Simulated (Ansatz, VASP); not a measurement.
**Two plane-wave programs on Mg**

```
CELL_PARAMETERS angstrom
3.00648 0.00000 0.00000
0.00000 3.00648 0.00000
0.00000 0.00000 3.00648
ATOMIC_POSITIONS crystal
Mg 0.00000 0.00000 0.00000
```

Alike in both runs: task single point; functional BLYP; k mesh 11 × 11 × 11; occupations fermi-dirac, width 0.1 eV; no spin polarisation.

|  | VASP | Ansatz |
| --- | --- | --- |
| version | VASP 6.6.1 | Ansatz 0.2.0 |
| potentials or method | VASP PAW PBE potentials, release 64 (Mg) | plane waves (420 eV) with PAW, scalar-relativistic |
| plane-wave cutoff (eV) | 520 | 420 |
| valence electrons in the cell | 2 | 10 |

```csv
,VASP,Ansatz,Ansatz less VASP
pressure (GPa),1.7,1.7,0.00
```

With one functional, cell and mesh, what is left measures potentials, basis and numerics. The two sets of potentials don't hold the same shells in valence.

Caveats: the PAW data sets were made with another functional, which shifts forces and pressure a little (VASP).
